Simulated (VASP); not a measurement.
# MgS (P6_3mc) in VASP: further runs

One crystal, MgS, is run at these levels: PBE; tasks: single point, relaxation of cell and atoms.

Everything below comes from runs of VASP 6.6.1. Logs are shortened: lines on timing, memory, paths and dates and some standing lists are left out, and cuts for length are marked.

## (1) The structure

The structure is hexagonal, space group P6_3mc (No. 186). The conventional cell has a = 4.054 Å, b = 4.054 Å, c = 6.491 Å, α = 90.00°, β = 90.00°, γ = 120.00°. Mg (site symmetry 3m) has 4 S at 2.47 Å as nearest neighbours. Around S (site symmetry 3m) lie 4 Mg at 2.47 Å.

The cell was built by a generator and needn't be a form met in nature.

## (2) Single point, PBE

Contents of INCAR:

```
SYSTEM = MgS
PREC = Accurate ; ENCUT = 520
EDIFF = 1E-6 ; ISMEAR = 0
SIGMA = 0.02 ; LREAL = .FALSE.
LASPH = .TRUE. ; NELM = 100
ALGO = Fast ; ISIF = 2
LWAVE = .FALSE. ; LCHARG = .FALSE.
GGA = PE ; NBANDS = 16
```

Contents of KPOINTS:

```
Automatic mesh
0
G
  9 9 4
  0 0 0
```

Contents of POSCAR:

```
MgS
1.0
    4.0544445452     -0.0000002921      0.0000000000
   -2.0272220196      3.5112521204      0.0000000000
    0.0000000000      0.0000000000      6.4914302810
Mg S
2 2
Direct
    0.0000000000      0.0000000000     -0.0029363077
    0.3333333333      0.6666666667      0.4970636923
    0.0000000000      0.0000000000      0.3779363077
    0.3333333333      0.6666666667      0.8779363077
```

Potentials or basis: VASP PAW PBE potentials, release 64 (Mg, S).

Command:

```console
> cat potpaw_PBE.64/Mg/POTCAR potpaw_PBE.64/S/POTCAR > POTCAR
> mpirun -np 1 vasp_std > vasp.out
```

OUTCAR:

```text
SYSTEM = MgS
   PREC = Accurate
   ENCUT = 520
   EDIFF = 1E-6
   ISMEAR = 0
   LREAL = .FALSE.
   LASPH = .TRUE.
   NELM = 100
   ISIF = 2
   GGA = PE

 ion  position               nearest neighbor table
   1  0.000  0.000  0.997-   4 2.47   4 2.47   4 2.47   3 2.47
   2  0.333  0.667  0.497-   3 2.47   3 2.47   3 2.47   4 2.47
   3  0.000  0.000  0.378-   2 2.47   2 2.47   2 2.47   1 2.47
   4  0.333  0.667  0.878-   1 2.47   1 2.47   1 2.47   2 2.47

  LATTYP: Found a hexagonal cell.
 ALAT       =     4.0544445452
 C/A-ratio  =     1.6010652529

  Lattice vectors:

 A1 = (   4.0544445452,  -0.0000002921,   0.0000000000)
 A2 = (  -2.0272220196,   3.5112521204,   0.0000000000)
 A3 = (   0.0000000000,   0.0000000000,   6.4914302810)

Analysis of symmetry for initial positions (statically):
=====================================================================
 Subroutine PRICEL returns:
 Original cell was already a primitive cell.

 Routine SETGRP: Setting up the symmetry group for a
 hexagonal supercell.

 Subroutine GETGRP returns: Found 12 space group operations
 (whereof  6 operations were pure point group operations)
 out of a pool of 24 trial point group operations.

The static configuration has the point symmetry C_3v.
 The point group associated with its full space group is C_6v.

Analysis of symmetry for dynamics (positions and initial velocities):
=====================================================================
 Subroutine PRICEL returns:
 Original cell was already a primitive cell.

 Routine SETGRP: Setting up the symmetry group for a
 hexagonal supercell.

 Subroutine GETGRP returns: Found 12 space group operations
 (whereof  6 operations were pure point group operations)
 out of a pool of 24 trial point group operations.

The dynamic configuration has the point symmetry C_3v.
 The point group associated with its full space group is C_6v.

 Subroutine INISYM returns: Found 12 space group operations
 (whereof  6 operations are pure point group operations),
 and found     1 'primitive' translations

----------------------------------------------------------------------------------------

                                     Primitive cell

  volume of cell :      92.4131

  direct lattice vectors                    reciprocal lattice vectors
     4.054444545 -0.000000292  0.000000000     0.246642920  0.142399333  0.000000000
    -2.027222020  3.511252120  0.000000000     0.000000021  0.284798701  0.000000000
     0.000000000  0.000000000  6.491430281     0.000000000  0.000000000  0.154049255

  length of vectors
     4.054444545  4.054444545  6.491430281     0.284798701  0.284798701  0.154049255

  position of ions in fractional coordinates (direct lattice)
     0.000000000  0.000000000  0.997063692
     0.333333333  0.666666667  0.497063692
     0.000000000  0.000000000  0.377936308
     0.333333333  0.666666667  0.877936308

  ion indices of the primitive-cell ions
   primitive index   ion index
                 1           1
                 2           2
                 3           3
                 4           4

----------------------------------------------------------------------------------------

 KPOINTS: Automatic mesh

Automatic generation of k-mesh.
 Grid dimensions read from file:
 generate k-points for:    9    9    4

 Generating k-lattice:

  Cartesian coordinates                     Fractional coordinates (reciprocal lattice)
     0.027404769  0.015822148  0.000000000     0.111111111  0.000000000  0.000000000
     0.000000002  0.031644300  0.000000000     0.000000000  0.111111111  0.000000000
     0.000000000  0.000000000  0.038512314     0.000000000  0.000000000  0.250000000

  Length of vectors
     0.031644300  0.031644300  0.038512314

  Shift w.r.t. Gamma in fractional coordinates (k-lattice)
     0.000000000  0.000000000  0.000000000

 Subroutine IBZKPT returns following result:
 ===========================================

 Found     36 irreducible k-points:

 Following reciprocal coordinates:
            Coordinates               Weight
  0.000000  0.000000  0.000000      1.000000
  0.111111  0.000000  0.000000      6.000000
  0.222222 -0.000000  0.000000      6.000000
  0.333333 -0.000000  0.000000      6.000000
  0.444444 -0.000000  0.000000      6.000000
  0.111111  0.111111  0.000000      6.000000
[... 16 lines left out ...]
  0.333333  0.222222  0.250000     24.000000
  0.333333  0.333333  0.250000      4.000000
 [... further k-points ...]
   k-points           NKPTS =     36   k-points in BZ     NKDIM =     36   number of bands    NBANDS=     16
   number of dos      NEDOS =    301   number of ions     NIONS =      4
   total plane-waves  NPLWV =  43200
   dimension x,y,z NGX =    30 NGY =   30 NGZ =   48
   dimension x,y,z NGXF=    60 NGYF=   60 NGZF=   96
   ions per type =               2   2
   NGX,Y,Z   is equivalent  to a cutoff of  12.30, 12.30, 12.29 a.u.
   NGXF,Y,Z  is equivalent  to a cutoff of  24.60, 24.60, 24.59 a.u.
 SYSTEM =  MgS
   PREC   = accura    normal or accurate (medium, high low for compatibility)
   ISTART =      0    job   : 0-new  1-cont  2-samecut
   ICHARG =      2    charge: 1-file 2-atom 10-const
   ISPIN  =      1    spin polarized calculation?
   LNONCOLLINEAR =      F non collinear calculations
   LSORBIT =      F    spin-orbit coupling
   LASPH  =      T    aspherical Exc in radial PAW
   ENCUT  =  520.0 eV  38.22 Ry    6.18 a.u.   7.54  7.54 12.07*2*pi/ulx,y,z
   NELM   =    100;   NELMIN=  2; NELMDL= -5     # of ELM steps
   EDIFF  = 0.1E-05   stopping-criterion for ELM
   LREAL  =      F    real-space projection
   EDIFFG = 0.1E-04   stopping-criterion for IOM
   NSW    =      0    number of steps for IOM
   IBRION =     -1    ionic relax: 0-MD 1-quasi-New 2-CG
   NFREE  =      0    steps in history (QN), initial steepest desc. (CG)
   ISIF   =      2    stress and relaxation
   ISYM   =      2    0-nonsym 1-usesym 2-fastsym
   POTIM  = 0.5000    time-step for ionic-motion
   TEBEG  =    0.0;   TEEND  =   0.0 temperature during run
   PSTRESS=    0.0 pullay stress
   NELECT =      16.0000    total number of electrons
   NUPDOWN=      -1.0000    fix difference up-down
   EMIN   =  10.00;   EMAX   =-10.00  energy-range for DOS
   EFERMI =   0.00;   METHOD = LEGACY
   ISMEAR =     0;   SIGMA  =   0.02  broadening in eV -4-tet -1-fermi 0-gaus
   EFERMI_NEDOS =   21; number of points for ismear=-14 and -15
   IALGO  =     68    algorithm
   IMIX   =      4    mixing-type and parameters
     AMIX     =   0.40;   BMIX     =  1.00
     AMIX_MAG =   1.60;   BMIX_MAG =  1.00
  volume/ion in A,a.u.               =      23.10       155.91
  Fermi-wavevector in a.u.,A,eV,Ry     =   0.912438  1.724259 11.327447  0.832544
  Thomas-Fermi vector in A             =   2.036834
   LORBIT       =      0    0 simple, 1 ext, 2 COOP (PROOUT), +10 PAW based schemes
   GGA     = PE    functional components
   LHFCALC =     F    Hartree Fock is set to
   AEXX    =    0.0000 exact exchange contribution
   IVDW    =     0    specifies the selected vdW correction
   LEPSILON=     F    determine dielectric tensor
   LRPA    =     F    only Hartree local field effects (RPA)
 non-spin polarized calculation
 RMM-DIIS sequential band-by-band and
 Gauss-broadening in eV      SIGMA  =   0.02
  energy-cutoff  :      520.00
  volume of cell :       92.41
 maximum number of plane-waves:      2510
 NGX is ok and might be reduce to    30
   NGX = 15   NGY = 15   NGZ = 25

 number of electron      16.0000002 magnetization

 Free energy of the ion-electron system (eV)
  ---------------------------------------------------
  ext. energy  EPLUGINS =         0.00000000
  ---------------------------------------------------
  free energy    TOTEN  =       -16.98064563 eV

  energy without entropy =      -16.98064563  energy(sigma->0) =      -16.98064563

 E-fermi :   1.1881     XC(G=0):  -8.3107

 val. band max:        1.0457260879   @ k =   0.0000   0.0000   0.0000
 cond. band min:       4.4168845789   @ k =   0.0000   0.0000   0.0000
 fundamental gap:      3.3711584910
 Fermi energy:         1.1880544544

 k-point     1 :       0.0000    0.0000    0.0000
  band No.  band energies     occupation
      1     -10.2681      2.00000
      2      -9.5747      2.00000
      3      -2.0905      2.00000
      4       0.5288      2.00000
      5       0.5288      2.00000
      6       0.9327      2.00000
[... 8 lines left out ...]
     15       9.5374      0.00000
     16      10.0681      0.00000

 k-point     2 :       0.1111    0.0000    0.0000
  band No.  band energies     occupation
      1     -10.2095      2.00000
      2      -9.5455      2.00000
      3      -1.9966      2.00000
      4       0.1584      2.00000
      5       0.4300      2.00000
      6       0.5262      2.00000
[... 8 lines left out ...]
     15       9.5747      0.00000
     16       9.9573      0.00000

 k-point     3 :       0.2222   -0.0000    0.0000
  band No.  band energies     occupation
      1     -10.0495      2.00000
      2      -9.4751      2.00000
      3      -1.7312      2.00000
      4      -0.6241      2.00000
      5      -0.2215      2.00000
      6       0.2160      2.00000
[... 8 lines left out ...]
     15       9.6910      0.00000
     16       9.9681      0.00000

 k-point     4 :       0.3333   -0.0000    0.0000
  band No.  band energies     occupation
      1      -9.8364      2.00000
      2      -9.4098      2.00000
      3      -1.4810      2.00000
      4      -1.2126      2.00000
      5      -0.8668      2.00000
      6       0.0102      2.00000
[... 8 lines left out ...]
     15       9.6229      0.00000
     16      11.1752      0.00000
[... 324 lines left out ...]
 k-point    22 :       0.2222    0.2222    0.2500
  band No.  band energies     occupation
      1      -9.6804      2.00000
      2      -9.4411      2.00000
      3      -1.5885      2.00000
      4      -1.3940      2.00000
      5      -0.4398      2.00000
      6      -0.3665      2.00000
[... 8 lines left out ...]
     15       9.4616      0.00000
     16      10.7812      0.00000

 k-point    23 :       0.3333    0.2222    0.2500
  band No.  band energies     occupation
      1      -9.5427      2.00000
      2      -9.4233      2.00000
      3      -1.6930      2.00000
      4      -1.4935      2.00000
      5      -0.8272      2.00000
      6      -0.2273      2.00000
[... 8 lines left out ...]
     15      10.1623      0.00000
     16      11.2802      0.00000

 k-point    24 :       0.3333    0.3333    0.2500
  band No.  band energies     occupation
      1      -9.4559      2.00000
      2      -9.4559      2.00000
      3      -1.4751      2.00000
      4      -1.4751      2.00000
      5      -1.2017      2.00000
      6      -0.4510      2.00000
[... 8 lines left out ...]
     15      10.3439      0.00000
     16      11.5320      0.00000

 [... further k-points ...]
[... 5 lines left out ...]
  --------------------------------------------------------------------------------------
  -------------------------------------------------------------------------------------
  Total       -0.0921431     -0.0921431     -0.0769601     -0.0000000      0.0000000      0.0000000
  in kB       -1.5974953     -1.5974953     -1.3342663     -0.0000000      0.0000000      0.0000000
  external PRESSURE =      -1.5097523 kB  Pullay stress =       0.0000000 kB

 VOLUME and BASIS-vectors are now :
 -----------------------------------------------------------------------------
  energy-cutoff  :      520.00
  volume of cell :       92.41
      direct lattice vectors                 reciprocal lattice vectors
     4.054444545 -0.000000292  0.000000000     0.246642920  0.142399333  0.000000000
    -2.027222020  3.511252120  0.000000000     0.000000021  0.284798701  0.000000000
     0.000000000  0.000000000  6.491430281     0.000000000  0.000000000  0.154049255

 POSITION                                       TOTAL-FORCE (eV/Angst)
 -----------------------------------------------------------------------------------
      0.00000      0.00000      6.47237         0.000000      0.000000     -0.000912
      0.00000      2.34083      3.22665        -0.000000     -0.000000     -0.000912
      0.00000      0.00000      2.45335         0.000000     -0.000000      0.000912
      0.00000      2.34083      5.69906         0.000000      0.000000      0.000912
 -----------------------------------------------------------------------------------
    total drift:                                0.000000     -0.000000     -0.000153

  FREE ENERGIE OF THE ION-ELECTRON SYSTEM (eV)
  ---------------------------------------------------
  free  energy   TOTEN  =       -16.9806456260 eV

  energy  without entropy=      -16.9806456260  energy(sigma->0) =      -16.98064563
```

Run time: 26 s. Hardware: 1 thread of Intel Xeon 6975P-C (Granite Rapids), shared host; peak memory 0.21 GiB.

Results:

```
Free energy            : -16.9806 eV
Pressure               : -0.2 GPa
Band gap on the k mesh : 3.37 eV, direct
```

Caveat: an odd mesh through Γ misses points on the zone boundary, where band edges often lie.

## (3) Relaxation of cell and atoms, PBE

This run uses another cell than the first one, of 22.74 Å³/atom, 0.984 times its volume.

Contents of INCAR:

```
SYSTEM = MgS
ALGO     = Normal         ! electronic algorithm
EDIFF    = 1E-7           ! SCF threshold, eV
EDIFFG   = -0.005         ! ionic threshold
ENCUT    = 600            ! plane-wave cutoff, eV
GGA      = PE             ! functional
IBRION   = 2              ! ionic algorithm
ISIF     = 3              ! what is computed and relaxed
ISMEAR   = 0              ! smearing method
LASPH    = .True.         ! aspherical terms in the spheres
LCHARG   = .False.        ! write CHGCAR
LREAL    = .False.        ! projectors in reciprocal space
LWAVE    = .False.        ! write WAVECAR
NELM     = 100            ! most SCF steps
NSW      = 100            ! ionic steps
PREC     = Accurate       ! precision mode
SIGMA    = 0.02           ! smearing width, eV
```

Contents of KPOINTS:

```
k-points
0
Gamma
  9 9 4
  0 0 0
```

Contents of POSCAR:

```
MgS
1.0
    4.0066370000      0.0000000000      0.0000000000
   -2.0033180000      3.4698490000      0.0000000000
    0.0000000000      0.0000000000      6.5428100000
Mg S
2 2
Direct
    0.0000000000      0.0000000000      0.0000000000
    0.3333333300      0.6666666700      0.5000000000
    0.0000000000      0.0000000000      0.3750000000
    0.3333333300      0.6666666700      0.8750000000
```

Potentials or basis: VASP PAW PBE potentials, release 64 (Mg, S).

Command:

```console
> cat potpaw_PBE.64/Mg/POTCAR potpaw_PBE.64/S/POTCAR > POTCAR
> mpirun -np 1 vasp_std > vasp.out
```

OUTCAR:

```text
SYSTEM = MgS
   EDIFF = 1E-7
   EDIFFG = -0.005
   ENCUT = 600
   GGA = PE
   IBRION = 2
   ISIF = 3
   ISMEAR = 0
   LASPH = .True.
   LREAL = .False.
   NELM = 100
   NSW = 100
   PREC = Accurate

 ion  position               nearest neighbor table
   1  0.000  0.000  0.000-   3 2.45   4 2.45   4 2.45   4 2.45
   2  0.333  0.667  0.500-   4 2.45   3 2.45   3 2.45   3 2.45
   3  0.000  0.000  0.375-   1 2.45   2 2.45   2 2.45   2 2.45
   4  0.333  0.667  0.875-   2 2.45   1 2.45   1 2.45   1 2.45

  LATTYP: Found a hexagonal cell.
 ALAT       =     4.0066370000
 C/A-ratio  =     1.6329929564

  Lattice vectors:

 A1 = (   4.0066370000,   0.0000000000,   0.0000000000)
 A2 = (  -2.0033180000,   3.4698490000,   0.0000000000)
 A3 = (   0.0000000000,   0.0000000000,   6.5428100000)

Analysis of symmetry for initial positions (statically):
=====================================================================
 Subroutine PRICEL returns:
 Original cell was already a primitive cell.

 Routine SETGRP: Setting up the symmetry group for a
 hexagonal supercell.

 Subroutine GETGRP returns: Found 12 space group operations
 (whereof  6 operations were pure point group operations)
 out of a pool of 24 trial point group operations.

The static configuration has the point symmetry C_3v.
[... 179 lines left out ...]
  external PRESSURE =       8.0585714 kB  Pullay stress =       0.0000000 kB
[... 291 lines left out ...]
--------------------------------------- Ionic step        9  -------------------------------------------

 number of electron      16.0000000 magnetization

 Free energy of the ion-electron system (eV)
  ---------------------------------------------------
  ext. energy  EPLUGINS =         0.00000000
  ---------------------------------------------------
  free energy    TOTEN  =       -16.98146344 eV

  energy without entropy =      -16.98146344  energy(sigma->0) =      -16.98146344

 E-fermi :   1.1797     XC(G=0):  -8.3198

 val. band max:        1.0603432624   @ k =   0.0000   0.0000   0.0000
 cond. band min:       4.4441842201   @ k =   0.0000   0.0000   0.0000
 fundamental gap:      3.3838409576
 Fermi energy:         1.1796646242

 k-point     1 :       0.0000    0.0000    0.0000
  band No.  band energies     occupation
      1     -10.2607      2.00000
      2      -9.5640      2.00000
      3      -2.0840      2.00000
      4       0.5433      2.00000
      5       0.5433      2.00000
      6       0.9478      2.00000
      7       0.9478      2.00000
      8       1.0603      2.00000
      9       4.4442      0.00000
     10       5.7371      0.00000
     11       8.5606      0.00000
     12       8.5606      0.00000
[... 331 lines left out ...]
 k-point    24 :       0.3333    0.3333    0.2500
  band No.  band energies     occupation
      1      -9.4440      2.00000
      2      -9.4440      2.00000
      3      -1.4655      2.00000
      4      -1.4655      2.00000
      5      -1.1937      2.00000
      6      -0.4412      2.00000
      7       0.2045      2.00000
      8       0.2045      2.00000
      9       6.4230      0.00000
     10       7.4331      0.00000
     11       7.4331      0.00000
     12       8.0290      0.00000

 [... further k-points ...]
[... 5 lines left out ...]
  --------------------------------------------------------------------------------------
  -------------------------------------------------------------------------------------
  Total        0.0019878      0.0019878      0.0005875      0.0000000      0.0000000      0.0000000
  in kB        0.0345459      0.0345459      0.0102105      0.0000000      0.0000000      0.0000000
  external PRESSURE =       0.0264341 kB  Pullay stress =       0.0000000 kB
[... 19 lines left out ...]
  FREE ENERGIE OF THE ION-ELECTRON SYSTEM (eV)
  ---------------------------------------------------
  free  energy   TOTEN  =       -16.9814634424 eV

  energy  without entropy=      -16.9814634424  energy(sigma->0) =      -16.98146344

 reached required accuracy - stopping structural energy minimisation
```

It took 88 s on 1 thread of Intel Xeon 6975P-C (Granite Rapids), shared host; peak memory 0.25 GiB.

Results:

```
Free energy                            : -16.9815 eV
Relaxed volume                         : 23.05 Å³/atom
Relaxed cell                           : a = 4.051 Å, b = 4.051 Å, c = 6.487 Å, α = 90.00°, β = 90.00°, γ = 120.00°
Space group after relaxing (to 0.05 Å) : P6_3mc (No. 186)
Energy gained by relaxing              : 1.8 meV/atom
Ionic steps                            : 9
Pressure after relaxing                : 0.0 GPa
Band gap on the k mesh                 : 3.38 eV, direct
```

The path:
| step | energy change (eV) | largest force (eV/Å) | pressure (GPa) | volume (Å³) |
| --- | --- | --- | --- | --- |
| 1 | 0.0000 | 0.0592 | 0.81 | 90.96 |
| 2 | -0.0043 | 0.0533 | -0.14 | 92.47 |
| 3 | -0.0043 | 0.0534 | -0.12 | 92.43 |
| 4 | -0.0053 | 0.0442 | -0.10 | 92.39 |
| 5 | -0.0070 | 0.0196 | -0.03 | 92.26 |
| 6 | -0.0072 | 0.0091 | -0.01 | 92.21 |
| 7 | -0.0072 | 0.0084 | -0.01 | 92.20 |
| 8 | -0.0072 | 0.0073 | 0.01 | 92.18 |
| 9 | -0.0072 | 0.0001 | 0.00 | 92.19 |

Final structure:
```yaml
crystal:
  lattice:
    - [4.05082, 0.00000, 0.00000]
    - [-2.02541, 3.50812, 0.00000]
    - [0.00000, 0.00000, 6.48726]
  atoms:
    - { symbol: Mg, position: [0.00000, 0.00000, 0.99707] }
    - { symbol: Mg, position: [0.33333, 0.66667, 0.49707] }
    - { symbol: S, position: [0.00000, 0.00000, 0.37793] }
    - { symbol: S, position: [0.33333, 0.66667, 0.87793] }
```

Caveat: an odd mesh through Γ misses points on the zone boundary, where band edges often lie.
